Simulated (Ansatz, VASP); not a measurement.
NiO: VASP beside Ansatz

Contents of INCAR:

```
  PREC = Accurate
  ENCUT = 520
  EDIFF = 1E-6
  ISMEAR = 0
  SIGMA = 0.05
  LREAL = F
  LASPH = T
  NELM = 150
  ALGO = Fast
  ISIF = 2
  LWAVE = F
  LCHARG = T
  ISPIN = 2
  MAGMOM = 1.44 0
  LORBIT = 11
  LMAXMIX = 4
  GGA = PS
  LELF = T
  LVHAR = T
  NBANDS = 19
```

KPOINTS

```
regular mesh
0
Gamma
  12 12 12
```

POSCAR

```
NiO
1.0
    0.0000000000      2.1987739309      2.1987739309
    2.1987739309      0.0000000000      2.1987739309
    2.1987739309      2.1987739309      0.0000000000
Ni O
1 1
Direct
    0.0000000000      0.0000000000      0.0000000000
    0.2772879350      0.2772879350      0.2227120650
```

Input for Ansatz:

```yaml
crystal:
  lattice:
    - [0.0, 2.1987739309, 2.1987739309]
    - [2.1987739309, 0.0, 2.1987739309]
    - [2.1987739309, 2.1987739309, 0.0]
  atoms:
    - { symbol: Ni, position: [0.0, 0.0, 0.0], spin: 1.44 }
    - { symbol: O, position: [0.277287935, 0.277287935, 0.222712065] }
basis:
  ecutwfc: 420
  ecutrho_ratio: 4
kpoints:
  mp_grid: { grid: [12, 12, 12] }
hamiltonian:
  xc: pbesol
scf:
  occupations: { method: gaussian, width: 0.05 }
  lower_state_search: "off"
output:
  forces: true
  stress: true
  eigenvalues: true
  populations: true
magnetization:
  spin_polarized: true
checkpoint:
  read: start.run
  write: ck
  compress: false
  write_wavefunctions: false
  write_every: 100000
```

Alike in both runs: task single point; functional PBEsol; k mesh 12 × 12 × 12; occupations gaussian, width 0.05 eV; collinear spin.

```csv
,VASP,Ansatz
version,VASP 6.6.1,Ansatz 0.2.0
potentials or method,"VASP PAW PBE potentials, release 64 (Ni, O)","scalar-relativistic, plane waves, PAW"
plane-wave cutoff (eV),520,420
valence electrons in the cell,16,24
```

```csv
,VASP,Ansatz,Ansatz less VASP
gap on the k mesh at the Fermi level (eV),none,none,-
pressure (GPa),1.8,1.7,-0.08
largest component of the traceless stress (GPa),7.58,7.50,-0.083
rms of the force components (eV/Å),0.591,0.587,-0.0039
net moment per atom (μB),0.84,0.86,+0.020
size of the moment on the site where the two differ most (μB),1.32,1.28,-0.038
```

Site moments also hang on the region over which each program counts them. Atom by atom the forces differ by 0.004 eV/Å (rms over components). A gap of «none» marks a metal or a gap that the smearing closes. The functional is the same, so the differences come from potentials, cutoffs and numerics. The two sets of potentials don't hold the same shells in valence.

Caveats: the PAW data sets were made with another functional, which shifts forces and pressure a little (VASP); a cell with one magnetic atom can't hold antiferromagnetic order, which such compounds often take; semilocal functionals often make such compounds metallic where correlation or magnetic order opens a gap, which also shifts bond lengths.
